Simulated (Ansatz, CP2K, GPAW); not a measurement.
## V: programs and potentials compared

```
CELL_PARAMETERS angstrom
2.62293 0.00000 0.00000
-0.87431 2.47292 0.00000
-0.87431 -1.23646 2.14161
ATOMIC_POSITIONS crystal
V 0.00000 0.00000 0.00000
```

Alike in all runs: task single point; functional PBE; k mesh 12 × 12 × 12; occupations gaussian, width 0.02 eV; collinear spin, ferromagnetic start; no spin-orbit coupling. Pressure is positive in compression and, in plane waves, holds the error of the finite cutoff, which Ansatz's Pulay term estimates and takes out.

| program and potentials | plane-wave cutoff (eV) | notes | band gap (eV) | pressure (GPa) | net moment per atom (μB) |
| --- | --- | --- | --- | --- | --- |
| Ansatz, Ansatz PAW | 420 | Pulay term of +0.08 GPa included | no gap | -5.22 | 0.12 |
| GPAW, GPAW PAW data sets (gpaw-data 1.2.1) | 600 | - | no gap | -4.18 | 0.11 |
| CP2K, POTENTIAL_UZH V GTH-PBE-q13; TZVP-MOLOPT-PBE-GTH basis | - | atomic basis | - | -4.27 | 0.00 |
| Ansatz, all-electron LAPW, scalar-relativistic | - | - | ? | ? | ? |

Q: Estimate from the other rows what the run with Ansatz, all-electron LAPW, scalar-relativistic gave.

A: No band gap; pressure -5.29 GPa; net moment per atom 0.12 μB. The other rows, which needn't bracket it: pressure -5.22 to -4.18; net moment per atom 0.00 to 0.12.
